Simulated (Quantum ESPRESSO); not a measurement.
# SnTe (Fm-3m) in Quantum ESPRESSO: equation of state

How stiff is SnTe in PBE, and what volume does it want? The cell is scaled to several volumes.

Program: Quantum ESPRESSO 7.5. These are calculated values, not measurements. Logs are shortened: lines on timing, memory, paths and dates and some standing lists are left out, and cuts for length are marked.

## 1. The structure

It takes space group Fm-3m (No. 225, cubic). Conventional cell: a = 6.302 Å, b = 6.302 Å, c = 6.302 Å, α = 90.00°, β = 90.00°, γ = 90.00°. Te (site symmetry m-3m) is surrounded by 6 Sn at 3.15 Å. Around Sn (site symmetry m-3m) lie 6 Te at 3.15 Å.

## 2. Single point, PBE, 29.40 Å³/atom

File pw.in:

```
&CONTROL
  calculation = 'scf'
  prefix = 'pwscf'
  outdir = './tmp'
  pseudo_dir = './pseudo'
  tprnfor = .true.
  tstress = .true.
  disk_io = 'nowf'
/
&SYSTEM
  ibrav = 0
  nat = 2
  ntyp = 2
  ecutwfc = 60
  ecutrho = 480
  nbnd = 16
  occupations = 'smearing'
  smearing = 'fd'
  degauss = 0.00367493
/
&ELECTRONS
  conv_thr = 4d-10
  electron_maxstep = 120
  mixing_beta = 0.5
/
ATOMIC_SPECIES
Te   127.6000 Te_pbe_v1.uspp.F.UPF
Sn   118.7100 Sn_pbe_v1.uspp.F.UPF
CELL_PARAMETERS angstrom
   0.0000000000    3.0865288906    3.0865288906
   3.0865288906    0.0000000000    3.0865288906
   3.0865288906    3.0865288906    0.0000000000
ATOMIC_POSITIONS crystal
Te     0.5000000000    0.5000000000    0.5000000000
Sn     0.0000000000    0.0000000000    0.0000000000
K_POINTS automatic
7 7 7 0 0 0
```

Potentials or basis: SSSP 1.3 efficiency PBE.

The run is started by

```
$ OMP_NUM_THREADS=1 pw.x -in pw.in > pw.out
```

pw.out:

```text
This program is part of the open-source Quantum ESPRESSO suite
     for quantum simulation of materials; please cite
[... 9 lines left out ...]
     --------------------
     sticks:   dense  smooth     PW     G-vecs:    dense   smooth      PW
     Sum        2245    1135    337                70481    25101    3943

     Using Slab Decomposition

     bravais-lattice index     =            0
     lattice parameter (alat)  =       8.2487  a.u.
     unit-cell volume          =     396.8603 (a.u.)^3
     number of atoms/cell      =            2
     number of atomic types    =            2
     number of electrons       =        20.00
     number of Kohn-Sham states=           16
     kinetic-energy cutoff     =      60.0000  Ry
     charge density cutoff     =     480.0000  Ry
     scf convergence threshold =      4.0E-10
     mixing beta               =       0.5000
     number of iterations used =            8  plain     mixing
     Exchange-correlation= SLA  PW   PBE  PBE
                           (   1   4   3   4   0   0   0)

     celldm(1)=   8.248675  celldm(2)=   0.000000  celldm(3)=   0.000000
     celldm(4)=   0.000000  celldm(5)=   0.000000  celldm(6)=   0.000000

     crystal axes: (cart. coord. in units of alat)
               a(1) = (   0.000000   0.707107   0.707107 )
               a(2) = (   0.707107   0.000000   0.707107 )
               a(3) = (   0.707107   0.707107   0.000000 )

     reciprocal axes: (cart. coord. in units 2 pi/alat)
               b(1) = ( -0.707107  0.707107  0.707107 )
               b(2) = (  0.707107 -0.707107  0.707107 )
               b(3) = (  0.707107  0.707107 -0.707107 )

     PseudoPot. # 1 for Te read from file:
     Te_pbe_v1.uspp.F.UPF
     Pseudo is Ultrasoft + core correction, Zval =  6.0
     Generated by new atomic code, or converted to UPF format
     Using radial grid of  891 points,  5 beta functions with:
                l(1) =   0
                l(2) =   0
                l(3) =   1
                l(4) =   1
                l(5) =   2
     Q(r) pseudized with  6 coefficients,  rinner =    1.800   1.800   1.800
                                                       1.800   1.800

     PseudoPot. # 2 for Sn read from file:
     Sn_pbe_v1.uspp.F.UPF
     Pseudo is Ultrasoft + core correction, Zval = 14.0
     Generated by new atomic code, or converted to UPF format
     Using radial grid of  891 points,  6 beta functions with:
                l(1) =   0
                l(2) =   0
                l(3) =   1
                l(4) =   1
                l(5) =   2
                l(6) =   2
     Q(r) pseudized with  6 coefficients,  rinner =    1.200   1.200   1.200
                                                       1.200   1.200

     atomic species   valence    mass     pseudopotential
     Te                6.00   127.60000     Te( 1.00)
     Sn               14.00   118.71000     Sn( 1.00)

     48 Sym. Ops., with inversion, found

   Cartesian axes

     site n.     atom                  positions (alat units)
         1        Te     tau(   1) = (   0.7071068   0.7071068   0.7071068  )
         2        Sn     tau(   2) = (   0.0000000   0.0000000   0.0000000  )

     number of k points=    20  Fermi-Dirac smearing, width (Ry)=  0.0037
                       cart. coord. in units 2pi/alat
        k(    1) = (   0.0000000   0.0000000   0.0000000), wk =   0.0058309
        k(    2) = (   0.1010153   0.1010153  -0.1010153), wk =   0.0466472
        k(    3) = (   0.2020305   0.2020305  -0.2020305), wk =   0.0466472
        k(    4) = (   0.3030458   0.3030458  -0.3030458), wk =   0.0466472
        k(    5) = (   0.2020305  -0.0000000   0.0000000), wk =   0.0349854
        k(    6) = (   0.3030458   0.1010153  -0.1010153), wk =   0.1399417
[... 12 lines left out ...]
        k(   19) = (  -0.1010153  -0.5050763   0.7071068), wk =   0.1399417
        k(   20) = (   0.0000000  -0.4040610   0.6060915), wk =   0.1399417

     Dense  grid:    70481 G-vectors     FFT dimensions: (  60,  60,  60)

     Smooth grid:    25101 G-vectors     FFT dimensions: (  45,  45,  45)

     Initial potential from superposition of free atoms

     starting charge      18.9997, renormalised to      20.0000
     Starting wfcs are   13 randomized atomic wfcs +    3 random wfcs

     Self-consistent Calculation

     iteration #  1     ecut=    60.00 Ry     beta= 0.50
     Davidson diagonalization with overlap
     ethr =  1.00E-02,  avg # of iterations =  7.5

     total energy              =    -189.61019439 Ry
     estimated scf accuracy    <       0.63561391 Ry

     iteration #  2     ecut=    60.00 Ry     beta= 0.50
     Davidson diagonalization with overlap
     ethr =  3.18E-03,  avg # of iterations =  2.0

     total energy              =    -189.77263908 Ry
     estimated scf accuracy    <       0.02229760 Ry

     iteration #  3     ecut=    60.00 Ry     beta= 0.50
     Davidson diagonalization with overlap
     ethr =  1.11E-04,  avg # of iterations =  3.8

     total energy              =    -189.77588236 Ry
     estimated scf accuracy    <       0.00132912 Ry

     iteration #  4     ecut=    60.00 Ry     beta= 0.50
     Davidson diagonalization with overlap
     ethr =  6.65E-06,  avg # of iterations =  3.7

     total energy              =    -189.77595066 Ry
     estimated scf accuracy    <       0.00017166 Ry

     iteration #  5     ecut=    60.00 Ry     beta= 0.50
     Davidson diagonalization with overlap
     ethr =  8.58E-07,  avg # of iterations =  2.5

     total energy              =    -189.77597291 Ry
     estimated scf accuracy    <       0.00000370 Ry

     iteration #  6     ecut=    60.00 Ry     beta= 0.50
     Davidson diagonalization with overlap
     ethr =  1.85E-08,  avg # of iterations =  3.7

     total energy              =    -189.77597496 Ry
     estimated scf accuracy    <       0.00000010 Ry

     iteration #  7     ecut=    60.00 Ry     beta= 0.50
     Davidson diagonalization with overlap
     ethr =  4.81E-10,  avg # of iterations =  3.6

     total energy              =    -189.77597504 Ry
     estimated scf accuracy    <          3.4E-09 Ry

     iteration #  8     ecut=    60.00 Ry     beta= 0.50
     Davidson diagonalization with overlap
     ethr =  1.69E-11,  avg # of iterations =  2.5

     End of self-consistent calculation

          k = 0.0000 0.0000 0.0000 (  3119 PWs)   bands (ev):

   -12.8604 -12.8604 -12.8507 -12.8507 -12.8507  -4.1946   4.6707   6.7895
     6.7895   6.7895  12.7046  12.7046  12.7046  13.6859  13.6859  13.6859

          k = 0.1010 0.1010-0.1010 (  3098 PWs)   bands (ev):

   -12.8613 -12.8613 -12.8503 -12.8492 -12.8492  -4.0071   3.5716   6.8162
     6.8162   7.5638  11.6989  11.6989  11.7996  13.7552  14.1541  14.1541

          k = 0.2020 0.2020-0.2020 (  3104 PWs)   bands (ev):

   -12.8640 -12.8640 -12.8495 -12.8453 -12.8453  -3.4883   1.8909   6.9262
     6.9262   8.3714  10.3268  10.3268  10.5534  14.5657  15.4124  15.4124

          k = 0.3030 0.3030-0.3030 (  3121 PWs)   bands (ev):

   -12.8663 -12.8663 -12.8488 -12.8419 -12.8419  -2.8757   0.6188   7.0973
     7.0973   8.8808   9.4430   9.4430   9.6214  16.3878  17.3104  17.3104

          k = 0.2020-0.0000 0.0000 (  3123 PWs)   bands (ev):

   -12.8639 -12.8592 -12.8517 -12.8481 -12.8481  -3.9450   3.5535   6.3658
     6.3658   8.2928  10.2269  12.7069  12.7653  12.7653  14.9468  14.9468

          k = 0.3030 0.1010-0.1010 (  3112 PWs)   bands (ev):

   -12.8675 -12.8598 -12.8514 -12.8454 -12.8445  -3.5365   2.4056   6.1430
     6.3080   7.8756  10.2639  12.0593  12.0857  12.9377  16.0001  16.1933

          k = 0.4041 0.2020-0.2020 (  3099 PWs)   bands (ev):

   -12.8696 -12.8627 -12.8492 -12.8433 -12.8411  -2.9318   1.0942   6.1180
     6.2540   7.3976  10.5835  10.8895  11.5984  14.0552  17.6475  18.0022

          k =-0.2020-0.4041 0.4041 (  3128 PWs)   bands (ev):

   -12.8688 -12.8651 -12.8476 -12.8425 -12.8412  -2.6645   0.6117   5.6130
     6.6943   7.8400   9.9848  10.1847  11.9040  15.9536  16.7712  17.1564

          k =-0.1010-0.3030 0.3030 (  3100 PWs)   bands (ev):

   -12.8654 -12.8653 -12.8484 -12.8443 -12.8432  -3.1350   1.4173   5.4601
     7.2302   8.6977   9.6145   9.6639  12.4746  14.6889  15.3077  18.1330

          k =-0.0000-0.2020 0.2020 (  3108 PWs)   bands (ev):

   -12.8637 -12.8619 -12.8500 -12.8478 -12.8459  -3.7077   2.6678   5.9024
     7.2551   8.5456  10.2597  10.2626  12.5896  14.0375  14.2686  15.9687

          k = 0.4041-0.0000 0.0000 (  3110 PWs)   bands (ev):

   -12.8736 -12.8566 -12.8539 -12.8421 -12.8421  -3.2654   2.5011   5.6067
     5.6067   6.1585  11.6118  12.1334  13.4239  13.4239  17.0028  17.6314

          k = 0.5051 0.1010-0.1010 (  3115 PWs)   bands (ev):

   -12.8771 -12.8572 -12.8532 -12.8401 -12.8392  -2.7848   1.8222   4.7179
     5.4776   5.8938  11.7644  12.8939  13.0347  13.7461  18.6766  18.8362

          k =-0.1010-0.5051 0.5051 (  3132 PWs)   bands (ev):

   -12.8756 -12.8603 -12.8495 -12.8413 -12.8391  -2.4360   1.1397   4.0356
     5.7890   6.5424  11.6940  11.9311  13.6608  14.2236  17.1867  17.6518

          k = 0.0000-0.4041 0.4041 (  3124 PWs)   bands (ev):

   -12.8704 -12.8636 -12.8450 -12.8450 -12.8417  -2.6398   1.0923   4.2570
     6.4912   7.4810  10.4655  10.9946  13.7505  15.8704  15.9422  16.0257

          k = 0.6061-0.0000 0.0000 (  3114 PWs)   bands (ev):

   -12.8829 -12.8556 -12.8544 -12.8371 -12.8371  -2.5222   2.3292   3.6608
     5.1142   5.1142  11.0365  14.2631  14.2631  15.2920  18.0695  19.6274

          k =-0.0000-0.6061 0.6061 (  3132 PWs)   bands (ev):

   -12.8821 -12.8558 -12.8541 -12.8377 -12.8370  -2.3582   2.0191   3.2020
     5.2216   5.5511  11.5285  13.4478  13.8418  15.5965  18.7024  18.9577

          k = 0.4041 0.2020 0.0000 (  3107 PWs)   bands (ev):

   -12.8711 -12.8603 -12.8509 -12.8425 -12.8423  -3.0771   1.7561   5.1012
     6.1084   7.3774  10.7373  11.6993  12.4994  13.9123  16.8239  17.7373

          k =-0.2020-0.4041 0.6061 (  3111 PWs)   bands (ev):

   -12.8726 -12.8621 -12.8479 -12.8436 -12.8395  -2.5760   1.0590   4.7189
     5.2607   8.0149   9.7905  12.4986  13.2421  14.4256  16.3065  18.1683

          k =-0.1010-0.5051 0.7071 (  3121 PWs)   bands (ev):

   -12.8790 -12.8578 -12.8521 -12.8404 -12.8371  -2.4344   1.6830   3.8117
     4.5931   6.7394  11.6924  12.0883  14.6279  14.6953  17.2128  19.1533

          k = 0.0000-0.4041 0.6061 (  3112 PWs)   bands (ev):

   -12.8763 -12.8603 -12.8480 -12.8441 -12.8372  -2.3279   1.3564   3.7328
     4.5209   7.8181  10.3156  13.2377  14.2447  14.6247  15.9028  19.2797

     the Fermi energy is     9.1444 ev

!    total energy              =    -189.77597506 Ry
     estimated scf accuracy    <          1.1E-10 Ry
     smearing contrib. (-TS)   =      -0.00001305 Ry
     internal energy E=F+TS    =    -189.77596201 Ry

     The total energy is F=E-TS. E is the sum of the following terms:
     one-electron contribution =     -66.92729648 Ry
     hartree contribution      =      46.10055749 Ry
     xc contribution           =     -62.07210361 Ry
     ewald contribution        =    -106.87711941 Ry

     convergence has been achieved in   8 iterations

     Forces acting on atoms (cartesian axes, Ry/au):

     atom    1 type  1   force =    -0.00000000    0.00000000   -0.00000000
     atom    2 type  2   force =     0.00000000    0.00000000    0.00000000

     Total force =     0.000000     Total SCF correction =     0.000000

     Computing stress (Cartesian axis) and pressure

          total   stress  (Ry/bohr**3)                   (kbar)     P=       55.99
   0.00038061   0.00000000   0.00000000           55.99        0.00        0.00
   0.00000000   0.00038061  -0.00000000            0.00       55.99       -0.00
   0.00000000  -0.00000000   0.00038061            0.00       -0.00       55.99

=------------------------------------------------------------------------------=
   JOB DONE.
=------------------------------------------------------------------------------=
```

Run time: 49 s. Hardware: 1 thread of Arm Neoverse N1, shared host; peak memory 0.29 GiB.

What came out:

- Free energy: -2582.0337 eV
- Pressure: 5.6 GPa

## 3. Single point, PBE, 30.03 Å³/atom

pw.in: that of step 2 with these lines changed.

```diff
@@ -29,5 +29,5 @@
 CELL_PARAMETERS angstrom
-   0.0000000000    3.0865288906    3.0865288906
-   3.0865288906    0.0000000000    3.0865288906
-   3.0865288906    3.0865288906    0.0000000000
+   0.0000000000    3.1082657258    3.1082657258
+   3.1082657258    0.0000000000    3.1082657258
+   3.1082657258    3.1082657258    0.0000000000
 ATOMIC_POSITIONS crystal
```

Potentials or basis: SSSP 1.3 efficiency PBE.

The run is started by

```
$ OMP_NUM_THREADS=1 pw.x -in pw.in > pw.out
```

Wall time 50 s (1 thread of Arm Neoverse N1, shared host); peak memory 0.3 GiB.

It converged, with:

```
Free energy : -2582.0724 eV
Pressure    : 4.3 GPa
```

## 4. Single point, PBE, 30.66 Å³/atom

pw.in: that of step 3 with these lines changed.

```diff
@@ -29,5 +29,5 @@
 CELL_PARAMETERS angstrom
-   0.0000000000    3.1082657258    3.1082657258
-   3.1082657258    0.0000000000    3.1082657258
-   3.1082657258    3.1082657258    0.0000000000
+   0.0000000000    3.1297027185    3.1297027185
+   3.1297027185    0.0000000000    3.1297027185
+   3.1297027185    3.1297027185    0.0000000000
 ATOMIC_POSITIONS crystal
```

The run is started by

```
$ OMP_NUM_THREADS=1 pw.x -in pw.in > pw.out
```

Wall time 50 s (1 thread of Arm Neoverse N1, shared host); peak memory 0.3 GiB.

The run converged. Its results:

```
Free energy : -2582.1015 eV
Pressure    : 3.2 GPa
```

## 5. Single point, PBE, 31.28 Å³/atom

pw.in: that of step 4 with these lines changed.

```diff
@@ -29,5 +29,5 @@
 CELL_PARAMETERS angstrom
-   0.0000000000    3.1297027185    3.1297027185
-   3.1297027185    0.0000000000    3.1297027185
-   3.1297027185    3.1297027185    0.0000000000
+   0.0000000000    3.1508500000    3.1508500000
+   3.1508500000    0.0000000000    3.1508500000
+   3.1508500000    3.1508500000    0.0000000000
 ATOMIC_POSITIONS crystal
```

The run is started by

```
$ OMP_NUM_THREADS=1 pw.x -in pw.in > pw.out
```

Run time: 51 s. Hardware: 1 thread of Arm Neoverse N1, shared host; peak memory 0.31 GiB.

It converged, with:

```yaml
Free_energy: -2582.1221 eV
Pressure: 2.1 GPa
```

## 6. Single point, PBE, 31.91 Å³/atom

pw.in: that of step 5 with these lines changed.

```diff
@@ -29,5 +29,5 @@
 CELL_PARAMETERS angstrom
-   0.0000000000    3.1508500000    3.1508500000
-   3.1508500000    0.0000000000    3.1508500000
-   3.1508500000    3.1508500000    0.0000000000
+   0.0000000000    3.1717171644    3.1717171644
+   3.1717171644    0.0000000000    3.1717171644
+   3.1717171644    3.1717171644    0.0000000000
 ATOMIC_POSITIONS crystal
```

Potentials or basis: SSSP 1.3 efficiency PBE.

The run is started by

```
$ OMP_NUM_THREADS=1 pw.x -in pw.in > pw.out
```

Run time: 53 s. Hardware: 1 thread of Arm Neoverse N1, shared host; peak memory 0.31 GiB.

The run converged. Its results:

```
Free energy : -2582.1349 eV
Pressure    : 1.2 GPa
```

## 7. Single point, PBE, 32.53 Å³/atom

pw.in: that of step 6 with these lines changed.

```diff
@@ -29,5 +29,5 @@
 CELL_PARAMETERS angstrom
-   0.0000000000    3.1717171644    3.1717171644
-   3.1717171644    0.0000000000    3.1717171644
-   3.1717171644    3.1717171644    0.0000000000
+   0.0000000000    3.1923133075    3.1923133075
+   3.1923133075    0.0000000000    3.1923133075
+   3.1923133075    3.1923133075    0.0000000000
 ATOMIC_POSITIONS crystal
```

The run is started by

```
$ OMP_NUM_THREADS=1 pw.x -in pw.in > pw.out
```

Run time: 59 s. Hardware: 1 thread of Arm Neoverse N1, shared host; peak memory 0.32 GiB.

It converged, with:

- Free energy: -2582.1407 eV
- Pressure: 0.3 GPa

## 8. Single point, PBE, 33.16 Å³/atom

pw.in: that of step 7 with these lines changed.

```diff
@@ -29,5 +29,5 @@
 CELL_PARAMETERS angstrom
-   0.0000000000    3.1923133075    3.1923133075
-   3.1923133075    0.0000000000    3.1923133075
-   3.1923133075    3.1923133075    0.0000000000
+   0.0000000000    3.2126470615    3.2126470615
+   3.2126470615    0.0000000000    3.2126470615
+   3.2126470615    3.2126470615    0.0000000000
 ATOMIC_POSITIONS crystal
```

The run is started by

```
$ OMP_NUM_THREADS=1 pw.x -in pw.in > pw.out
```

It took 59 s on 1 thread of Arm Neoverse N1, shared host; peak memory 0.32 GiB.

It converged, with:

| Item | Value |
| --- | --- |
| Free energy | -2582.1403 eV |
| Pressure | -0.4 GPa |

## 9. Equation of state, PBE

Potentials or basis: SSSP 1.3 efficiency PBE.

No new run: the results of the series are fitted here.

What came out:

| Property | Result |
| --- | --- |
| Equilibrium volume | 32.80 Å³/atom |
| Bulk modulus | 40 GPa |
| Pressure derivative of the bulk modulus | 4.5 |

Energy against volume, from the lowest point:
```csv
volume (Å³/atom),energy (meV/atom)
29.404,53.52
30.030,34.17
30.656,19.60
31.281,9.33
31.907,2.93
32.532,0.00
33.158,0.21
```

 The run has no spin-orbit coupling, so splittings on Te are missing.
